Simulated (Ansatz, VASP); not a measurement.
F: VASP beside Ansatz

The input INCAR:

```
PREC     = Accurate       # precision mode
ENCUT    = 520            # plane-wave cutoff, eV
EDIFF    = 1E-6           # SCF threshold, eV
ISMEAR   = -1             # smearing method
SIGMA    = 0.08           # smearing width, eV
LREAL    = False          # projectors in reciprocal space
LASPH    = True           # aspherical terms in the spheres
NELM     = 80             # most SCF steps
ALGO     = Normal         # electronic algorithm
ISIF     = 2              # what is computed and relaxed
LWAVE    = False          # write WAVECAR
LCHARG   = False          # write CHGCAR
GGA      = PE             # functional
NBANDS   = 10             # bands
```

The input KPOINTS:

```
Automatic mesh
0
Gamma
  19 19 19
```

Contents of POSCAR:

```
F
1.0
    0.0000000000      1.5878670270      1.5878670270
    1.5878670270      0.0000000000      1.5878670270
    1.5878670270      1.5878670270      0.0000000000
F
1
Direct
    0.0000000000      0.0000000000      0.0000000000
```

Input for Ansatz:

```yaml
crystal:
  lattice:
    - [0.0, 1.587867027, 1.587867027]
    - [1.587867027, 0.0, 1.587867027]
    - [1.587867027, 1.587867027, 0.0]
  atoms:
    - { symbol: F, position: [0.0, 0.0, 0.0] }
kpoints:
  mp_grid: { grid: [19, 19, 19] }
scf:
  occupations: { method: fermi_dirac, width: 0.08 }
hamiltonian:
  xc: pbe
  pseudopotentials: { kind: paw }
output:
  forces: true
  stress: true
  eigenvalues: true
```

Change from the starting cell: volume scaled by 0.784, to set the pressure.

Alike in both runs: task single point; functional PBE; k mesh 19 × 19 × 19; occupations fermi-dirac, width 0.08 eV; no spin polarisation.

|  | VASP | Ansatz |
| --- | --- | --- |
| version | VASP 6.6.1 | Ansatz 0.2.0 |
| potentials or method | VASP PAW PBE potentials, release 64 (F) | PAW with Ansatz's default frozen-core files, scalar-relativistic |
| plane-wave cutoff (eV) | 520 | 420 |
| valence electrons in the cell | 7 | 7 |

```csv
,VASP,Ansatz,Ansatz less VASP
pressure (GPa),22.2,23.1,+0.88
```

Caveats: so large a pressure means that the cell lies far from this level's equilibrium, or that cutoff or potentials fall short (VASP); an odd number of electrons without spin polarisation forces a metal; a magnetic or distorted state may lie lower.
